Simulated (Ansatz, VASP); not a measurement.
# Two plane-wave programs on K

Contents of INCAR:

```
SYSTEM = K
ALGO = Normal
EDIFF = 1E-7
ENCUT = 520
GGA = PE
ISIF = 2
ISMEAR = 0
LASPH = .TRUE.
LCHARG = .FALSE.
LREAL = .FALSE.
LWAVE = .FALSE.
NBANDS = 10
NELM = 60
PREC = Accurate
SIGMA = 0.1
```

The input KPOINTS:

```
k-points
0
G
  6 6 6
  0 0 0
```

POSCAR

```
K
1.0
   -2.6180000000      2.6180000000      2.6180000000
    2.6180000000     -2.6180000000      2.6180000000
    2.6180000000      2.6180000000     -2.6180000000
K
1
Direct
    0.0000000000      0.0000000000      0.0000000000
```

Input for Ansatz:

```yaml
crystal:
  lattice:
    - [-2.618, 2.618, 2.618]
    - [2.618, -2.618, 2.618]
    - [2.618, 2.618, -2.618]
  atoms:
    - { symbol: K, position: [0.0, 0.0, 0.0] }
basis:
  ecutwfc: 420
kpoints:
  mp_grid: { grid: [6, 6, 6] }
hamiltonian:
  xc: pbe
scf:
  occupations: { method: gaussian, width: 0.1 }
output:
  forces: true
  stress: true
  eigenvalues: true
```

Alike in both runs: task single point; functional PBE; k mesh 6 × 6 × 6; occupations gaussian, width 0.1 eV; no spin polarisation.

|  | VASP | Ansatz |
| --- | --- | --- |
| version | VASP 6.6.1 | Ansatz 0.2.0 |
| potentials or method | VASP PAW PBE potentials, release 64 (K_sv) | scalar-relativistic, plane waves, PAW |
| plane-wave cutoff (eV) | 520 | 420 |
| valence electrons in the cell | 9 | 9 |

```tsv
	VASP	Ansatz	Ansatz less VASP
gap on the k mesh at the Fermi level (eV)	none	none	-
pressure (GPa)	0.1	0.1	+0.01
```

A gap of «none» marks a metal or a gap that the smearing closes.
